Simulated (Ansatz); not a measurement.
# Tl (beta tin type): the cost of one run

Computed with Ansatz 0.2.0 (DFT PBE, with the methods named in each step, unless a step's input says otherwise).

## Step 1: Starting point

Symmetry: I4_1/amd, No. 141, tetragonal system. Conventional cell: a = 6.294 Å, b = 6.294 Å, c = 3.366 Å, α = 90.00°, β = 90.00°, γ = 90.00°. Around Tl (site symmetry -4m2) lie 6 Tl at 3.26 to 3.37 Å.

Structure file:

```cif
data_structure
_symmetry_space_group_name_H-M 'P 1'
_symmetry_Int_Tables_number 1
_cell_length_a 4.7583
_cell_length_b 4.7583
_cell_length_c 4.7583
_cell_angle_alpha 97.185
_cell_angle_beta 97.185
_cell_angle_gamma 138.579
_cell_volume 66.67
loop_
_atom_site_label
_atom_site_type_symbol
_atom_site_fract_x
_atom_site_fract_y
_atom_site_fract_z
_atom_site_occupancy
Tl1 Tl 0.62500 0.87500 0.75000 1
Tl2 Tl 0.37500 0.12500 0.25000 1
```

Whether this phase is the stable one at these pressures isn't tested.

Atoms are numbered in the order of the input: Tl1, Tl2.

## Step 2: The reference volume, LAPW

Input file input.yaml:

```yaml
crystal:
  lattice:
    - [-3.1472153242, 3.1472153242, 1.6827670245]
    - [3.1472153242, -3.1472153242, 1.6827670245]
    - [3.1472153242, 3.1472153242, -1.6827670245]
  atoms:
    - { symbol: Tl, position: [-0.375, -0.125, -0.25] }
    - { symbol: Tl, position: [0.375, 0.125, 0.25] }
kpoints:
  mp_grid: { grid: [13, 13, 13] }
  band_path:
    path:
      - [0.0, 0.0, 0.0]
      - [0.0, 0.0, 0.5]
      - [-0.5, 0.5, 0.5]
      - [0.0, 0.0, 0.0]
      - [0.3214718593, 0.3214718593, -0.3214718593]
      - [-0.3214718593, 0.6785281407, 0.3214718593]
      - [-0.5, 0.5, 0.5]
      - [0.0, 0.0, 0.5]
      - [0.25, 0.25, 0.25]
    npoints: 14
scf:
  occupations: { method: fermi_dirac, width: 0.08 }
hamiltonian:
  xc: pbe
  pseudopotentials: { kind: all_electron, lapw: { basis_error: 0.001 } }
output:
  forces: true
  stress: true
  eigenvalues: true
  populations: true
  dos: { projected: true, de: 0.2, e_range: [-14, 8] }
```

Command:

```bash
$ ansatz run input.yaml --threads 1 --pin off --max-ram 2048MiB --backend cpu --events-out ev --progress --plain --runs-dir out
```

Q: Estimate wall time and peak memory on 1 thread of Arm Neoverse V1, shared host.

About 93 s, with a peak of 0.72 GiB.
